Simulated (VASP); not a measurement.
**NaI in VASP 6.6.1, single-point calculation**

INCAR

```
NSW = 0
ISIF = 2
IBRION = -1
ENCUT = 520
SIGMA = 0.02
LWAVE = .FALSE.
EDIFF = 1E-7
GGA = PE
LCHARG = .FALSE.
PREC = Medium
NELM = 95
NBANDS = 14
LASPH = .TRUE.
LREAL = .FALSE.
ISMEAR = -1
```

KPOINTS

```
KPOINTS created by Atomic Simulation Environment
0
Gamma
6 6 6
0 0 0
```

POSCAR

```
Na I
 1.0000000000000000
     0.0000000000000000    3.6317714246000001    3.6317714246000001
     3.6317714246000001    0.0000000000000000    3.6317714246000001
     3.6317714246000001    3.6317714246000001    0.0000000000000000
 Na  I
   1   1
Cartesian
  0.0000000000000000  0.0000000000000000  0.0000000000000000
  1.8158857123000001  1.8158857123000001  1.8158857123000001
```

The recommended PBE PAW datasets give the neutral cell 14 valence electrons.

Command

```
mpirun -np 1 vasp_std
```

OSZICAR

```
N       E                     dE             d eps       ncg     rms          rms(c)
DAV:   1     0.774739698077E+02    0.77474E+02   -0.63002E+03   448   0.834E+02
DAV:   2     0.179380247024E+01   -0.75680E+02   -0.71324E+02   478   0.193E+02
DAV:   3    -0.520758264282E+01   -0.70014E+01   -0.69550E+01   556   0.606E+01
DAV:   4    -0.539813684928E+01   -0.19055E+00   -0.19050E+00   580   0.103E+01
DAV:   5    -0.540254033928E+01   -0.44035E-02   -0.44034E-02   594   0.156E+00    0.164E+00
DAV:   6    -0.529266739246E+01    0.10987E+00   -0.14724E-01   514   0.179E+00    0.111E+00
DAV:   7    -0.528226020247E+01    0.10407E-01   -0.11334E-01   544   0.141E+00    0.704E-01
DAV:   8    -0.529236641222E+01   -0.10106E-01   -0.10751E-02   484   0.684E-01    0.218E-01
DAV:   9    -0.529219415144E+01    0.17226E-03   -0.24119E-04   562   0.133E-01    0.796E-02
DAV:  10    -0.529261351175E+01   -0.41936E-03   -0.50347E-04   508   0.135E-01    0.233E-02
DAV:  11    -0.529263282966E+01   -0.19318E-04   -0.50390E-05   568   0.557E-02    0.661E-03
DAV:  12    -0.529263552161E+01   -0.26920E-05   -0.48812E-06   538   0.122E-02    0.373E-03
DAV:  13    -0.529263603147E+01   -0.50985E-06   -0.63573E-07   556   0.459E-03    0.625E-04
DAV:  14    -0.529263600919E+01    0.22279E-07   -0.30607E-08   560   0.148E-03
   1 F= -.52926360E+01 E0= -.52926360E+01  d E =-.175864E-10
```

From OUTCAR

```
k-points           NKPTS =     16   k-points in BZ     NKDIM =     16   number of bands    NBANDS=     14

   NELECT =      14.0000    total number of electrons

   dimension x,y,z NGX =    30 NGY =   30 NGZ =   30
   dimension x,y,z NGXF=    32 NGYF=   32 NGZF=   32

  energy-cutoff  :      520.00
  volume of cell :       95.80
      direct lattice vectors                 reciprocal lattice vectors
     0.000000000  3.631771425  3.631771425    -0.137673863  0.137673863  0.137673863
     3.631771425  0.000000000  3.631771425     0.137673863 -0.137673863  0.137673863
     3.631771425  3.631771425  0.000000000     0.137673863  0.137673863 -0.137673863

 k-points in reciprocal lattice and weights: KPOINTS created by Atomic Simulation Env
   0.00000000  0.00000000  0.00000000       0.005
   0.16666667  0.00000000  0.00000000       0.037
   0.33333333  0.00000000  0.00000000       0.037
   0.50000000  0.00000000  0.00000000       0.019
   0.16666667  0.16666667  0.00000000       0.028
   0.33333333  0.16666667  0.00000000       0.111
   0.50000000  0.16666667  0.00000000       0.111
  -0.33333333  0.16666667  0.00000000       0.111
   ...

 E-fermi :  -1.0154

 k-point     1 :       0.0000    0.0000    0.0000
  band No.  band energies     occupation
      1     -23.6812      2.00000
      2     -23.6797      2.00000
      3     -23.6797      2.00000
      4     -11.7880      2.00000
      5      -1.4441      2.00000
      6      -1.4441      2.00000
      7      -1.4440      2.00000
      8       2.2515      0.00000
      9       6.3264      0.00000
     10       6.3264      0.00000
     11       6.3266      0.00000
     12       8.0801      0.00000
     13       8.0801      0.00000
     14       9.2034      0.00000

 k-point     2 :       0.1667    0.0000    0.0000
  band No.  band energies     occupation
      1     -23.6813      2.00000
      2     -23.6801      2.00000
      3     -23.6798      2.00000
      4     -11.7632      2.00000
      5      -1.7816      2.00000
      6      -1.4747      2.00000
      7      -1.4746      2.00000
      8       2.7873      0.00000
      9       5.9542      0.00000
     10       6.4669      0.00000
     11       6.4674      0.00000
     12       7.7031      0.00000
     13       7.7032      0.00000
     14       9.1019      0.00000

 k-point     3 :       0.3333    0.0000    0.0000
  band No.  band energies     occupation
      1     -23.6816      2.00000
      2     -23.6807      2.00000
      3     -23.6799      2.00000
      4     -11.7127      2.00000
      5      -2.3044      2.00000
      6      -1.5336      2.00000
      7      -1.5336      2.00000
      8       3.6059      0.00000
      9       5.7835      0.00000
     10       6.3042      0.00000
     11       6.3053      0.00000
     12       8.2585      0.00000
     13       8.2587      0.00000
     14       8.5534      0.00000

 k-point     4 :       0.5000    0.0000    0.0000
  band No.  band energies     occupation
      1     -23.6818      2.00000
      2     -23.6809      2.00000
      3     -23.6799      2.00000
      4     -11.6870      2.00000
      5      -2.5221      2.00000
      6      -1.5620      2.00000
      7      -1.5620      2.00000
      8       3.8294      0.00000
      9       6.0011      0.00000
     10       6.1343      0.00000
     11       6.1355      0.00000
     12       8.7972      0.00000
     13       9.5346      0.00000
     14       9.5353      0.00000

 ...

  Total       -0.2429071     -0.2429071     -0.2429071      0.0000000      0.0000000     -0.0000000
  in kB       -4.0622373     -4.0622373     -4.0622373      0.0000000      0.0000000     -0.0000000
  external PRESSURE =      -4.0622373 kB  Pullay stress =       0.0000000 kB

 POSITION                                       TOTAL-FORCE (eV/Angst)
 -----------------------------------------------------------------------------------
      0.00000      0.00000      0.00000         0.000000      0.000000      0.000000
      1.81589      1.81589      1.81589        -0.000000     -0.000000     -0.000000
 -----------------------------------------------------------------------------------
    total drift:                                0.000000      0.000000     -0.000001

  FREE ENERGIE OF THE ION-ELECTRON SYSTEM (eV)
  ---------------------------------------------------
  free  energy   TOTEN  =        -5.2926360092 eV

  energy  without entropy=       -5.2926360092  energy(sigma->0) =       -5.29263601
```

It converged. Results: gap between bands v and c on the k mesh 3.70 eV; least direct gap on the k mesh 3.70 eV; pressure -0.4 GPa. Band v is the last that the valence electrons fill when counted band by band, and c is the next.

For comparison, a separate PBE run of the intended cell, on usual settings and not on those above, gives a gap of 3.70 eV on its mesh and a pressure of -0.4 GPa.

The run above took about 12 s on one core of a shared host (Intel Xeon Platinum 8488C) and held 0.14 GiB at most.
